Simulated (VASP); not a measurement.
The input files of a VASP run:

**POSCAR**
```
InN
3.5278490
  0.0000000000   0.7071067187   0.7071067187
  0.7071067187   0.0000000000   0.7071067187
  0.7071067187   0.7071067187   0.0000000000
In N
1 1
direct
  0.0000000000   0.0000000000   0.0000000000
  0.2299564311   0.2299564311   0.2700435689
```

File KPOINTS:
```
kpoints
0
Gamma
12 12 12
```

**INCAR**
```
ALGO = Normal
EDIFF = 1E-7
ENCUT = 600
GGA = PS
ISIF = 2
ISMEAR = 1
LASPH = .True.
LCHARG = .False.
LMAXMIX = 4
LREAL = .False.
LWAVE = .False.
NELM = 100
PREC = Accurate
SIGMA = 0.1
SYSTEM = InN
```

POTCAR, in this order: In_d N (PBE.64 set). Program: vasp_std.

Write an equivalent input for Quantum ESPRESSO's pw.x.

One equivalent input (not run):
```
&CONTROL
  calculation = 'scf'
  pseudo_dir = './pseudo'
  outdir = './out'
  tprnfor = .true.
  tstress = .true.
/
&SYSTEM
  ibrav = 0
  nat = 2
  ntyp = 2
  ecutwfc = 84
  occupations = 'smearing'
  smearing = 'methfessel-paxton'
  degauss = 0.00735
  input_dft = 'pbesol'
/
&ELECTRONS
  conv_thr = 7.3e-09
  electron_maxstep = 100
/
ATOMIC_SPECIES
  In 114.818 In.upf
  N 14.007 N.upf
CELL_PARAMETERS angstrom
     0.0000000    2.4945657    2.4945657
     2.4945657    0.0000000    2.4945657
     2.4945657    2.4945657    0.0000000
ATOMIC_POSITIONS crystal
  In   0.0000000  0.0000000  0.0000000
  N    0.2299564  0.2299564  0.2700436
K_POINTS automatic
  12 12 12 0 0 0
```
Limits of the translation: the potentials are each code's own (VASP's PAW set, PseudoDojo norm-conserving files in pw.x), so ENCUT and ecutwfc are chosen apart and not converted; conv_thr bounds pw.x's estimated SCF error, while EDIFF bounds the energy change between steps.

The compound is InN in the zinc blende structure, a metastable form; wurtzite is the usual one. This cell was strained or had an atom moved on purpose.
